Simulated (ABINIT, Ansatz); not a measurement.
Moving the pressure in Ag

The cell as given:

```cif
data_structure
_symmetry_space_group_name_H-M 'Fm-3m'
_symmetry_Int_Tables_number 225
_cell_length_a 4.0855
_cell_length_b 4.0855
_cell_length_c 4.0855
_cell_angle_alpha 90.000
_cell_angle_beta 90.000
_cell_angle_gamma 90.000
_cell_volume 68.19
loop_
_atom_site_label
_atom_site_type_symbol
_atom_site_symmetry_multiplicity
_atom_site_Wyckoff_symbol
_atom_site_fract_x
_atom_site_fract_y
_atom_site_fract_z
_atom_site_occupancy
Ag1 Ag 4 a 0.00000 0.00000 0.00000 1
```

Kept alike: task relaxation of cell and atoms; functional PBE; k mesh 11 × 11 × 11; occupations fermi-dirac, width 0.05 eV; no spin polarisation. Program: Ansatz, Ansatz PAW, cutoff 420 eV. The mesh is that of the run's cell of 1 atom. No spin-orbit coupling.

| run | volume (Å³/atom) |
| --- | --- |
| A | 17.432 |
| B | 14.728 |
| C | 16.339 |
| D | 15.415 |
| E | 17.799 |
| F | 16.965 |

The relaxations keep at least the cell's symmetry (Fm-3m). For a metal such a mesh leaves the last digits unconverged. The runs follow the start's structure, whether or not it is the stable one at these pressures. P is the pressure aimed at, which the runs meet within some hundredths to tenths of a GPa.

Problem. The runs differ in the pressure alone: 0; 2; 5; 10; 20; 30 GPa. Which run is which?

Solution. Run A is 2 GPa; run B is 30 GPa; run C is 10 GPa; run D is 20 GPa; run E is 0 GPa; run F is 5 GPa. The volume falls from 17.799 to 14.728 Å³/atom between 0 and 30 GPa. The volume falls ever more slowly, since the solid stiffens under load. At the pressures aimed at, which the runs meet within some tenths of a GPa, the step from 0 to 5 GPa gives a mean bulk modulus near 104 GPa, the last step 219 GPa. A twin series (ABINIT, JTH PAW PBE v2.0) moves it by -3.0885 between 0 and 30, against -3.0710 Å³/atom here.

Silver loses volume at every step in pressure, but each added gigapascal removes less than the one before. Compression pushes the filled 4d shells of neighbouring atoms into stronger overlap and raises the kinetic energy of the sp electrons. Because bonding and antibonding d states are both occupied, the d shell offers little net bonding to offset this repulsion, which climbs steeply as the atoms approach.

The zero-pressure volume is too large: the starting cell, at 68.19 Å³ for four atoms, is close to the measured one under ambient conditions, and the calculation returns to that density only between 2 and 5 GPa. This is the familiar underbinding of PBE in the late 4d metals, where the gradient correction favours the more dilute solid. Volumes at a given pressure are therefore probably overestimated along the rest of the curve too, though by less as the metal stiffens. The close match with the twin series suggests that the compression depends little on the code and PAW dataset, but since both use PBE, it doesn't test the functional.
